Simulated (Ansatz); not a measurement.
## What moves the field gradients of ZnS?

Cell of run 1: a Materials Project structure (computed, not necessarily an observed phase).

```cif
data_structure
_symmetry_space_group_name_H-M 'P 1'
_symmetry_Int_Tables_number 1
_cell_length_a 3.8065
_cell_length_b 3.8065
_cell_length_c 56.0803
_cell_angle_alpha 90.000
_cell_angle_beta 90.000
_cell_angle_gamma 120.000
_cell_volume 703.71
loop_
_atom_site_label
_atom_site_type_symbol
_atom_site_fract_x
_atom_site_fract_y
_atom_site_fract_z
_atom_site_occupancy
Zn1 Zn 0.00000 0.00000 0.16671 1
Zn2 Zn 0.00000 0.00000 0.55556 1
Zn3 Zn 0.33333 0.66667 0.72224 1
Zn4 Zn 0.66667 0.33333 0.27781 1
Zn5 Zn 0.00000 0.00000 0.66673 1
Zn6 Zn 0.33333 0.66667 0.05560 1
Zn7 Zn 0.66667 0.33333 0.61114 1
Zn8 Zn 0.66667 0.33333 0.11116 1
Zn9 Zn 0.66667 0.33333 0.44448 1
Zn10 Zn 0.33333 0.66667 0.22226 1
Zn11 Zn 0.66667 0.33333 0.77780 1
Zn12 Zn 0.66667 0.33333 0.94448 1
Zn13 Zn 0.33333 0.66667 0.38891 1
Zn14 Zn 0.00000 0.00000 0.33336 1
Zn15 Zn 0.33333 0.66667 0.83340 1
Zn16 Zn 0.00000 0.00000 0.00007 1
Zn17 Zn 0.33333 0.66667 0.50006 1
Zn18 Zn 0.00000 0.00000 0.88891 1
S19 S 0.66667 0.33333 0.98612 1
S20 S 0.33333 0.66667 0.54162 1
S21 S 0.33333 0.66667 0.43048 1
S22 S 0.00000 0.00000 0.04165 1
S23 S 0.66667 0.33333 0.48612 1
S24 S 0.66667 0.33333 0.65278 1
S25 S 0.66667 0.33333 0.15275 1
S26 S 0.33333 0.66667 0.76380 1
S27 S 0.00000 0.00000 0.70831 1
S28 S 0.66667 0.33333 0.81944 1
S29 S 0.00000 0.00000 0.37497 1
S30 S 0.00000 0.00000 0.93047 1
S31 S 0.00000 0.00000 0.59712 1
S32 S 0.33333 0.66667 0.26386 1
S33 S 0.33333 0.66667 0.87496 1
S34 S 0.33333 0.66667 0.09720 1
S35 S 0.66667 0.33333 0.31941 1
S36 S 0.00000 0.00000 0.20831 1
```

Atom numbers follow the list; atoms alike are taken as one site, whose name carries the number of the first.

All runs are DFT with Ansatz 0.2.0 (plane waves and PAW, scalar-relativistic unless spin–orbit coupling is named, Γ-centred meshes, Fermi–Dirac smearing where given) in this cell.

Run 1: PBE, atoms as given; 420 eV, 8×8×1 k-points, smearing 0.02 eV.
Run 2: r2SCAN, atoms as given; 500 eV, 8×8×1 k-points, smearing 0.02 eV.
Run 3: PBE, gradients read without the response of the cores, atoms as given; 420 eV, 8×8×1 k-points, smearing 0.02 eV.

```tsv
run	S19 V_zz (η)	S23 V_zz (η)	S30 V_zz (η)	S31 V_zz (η)
1	0.24 (0.00)	0.24 (0.00)	0.16 (0.00)	0.16 (0.00)
2	?	?	?	?
3	0.24 (0.00)	0.23 (0.00)	0.15 (0.00)	0.16 (0.00)
```

V_zz in 10²¹ V/m²; 4 of the 21 sets of like atoms are followed.

(1) Estimate the row of run 2.

Results:

(1) S19: 0.26 (0.00); S23: 0.26 (0.00); S30: 0.14 (0.00); S31: 0.14 (0.00). It lies nearest to run 1, from whose tensors on these sites it differs by 0.02 at most (largest principal value of the difference, on S23). Taken one at a time, the functional (r2SCAN with its higher cutoff) moves the tensors on these sites by up to 0.02 (largest principal value of the change, on S23), the response of the cores by 0.00.
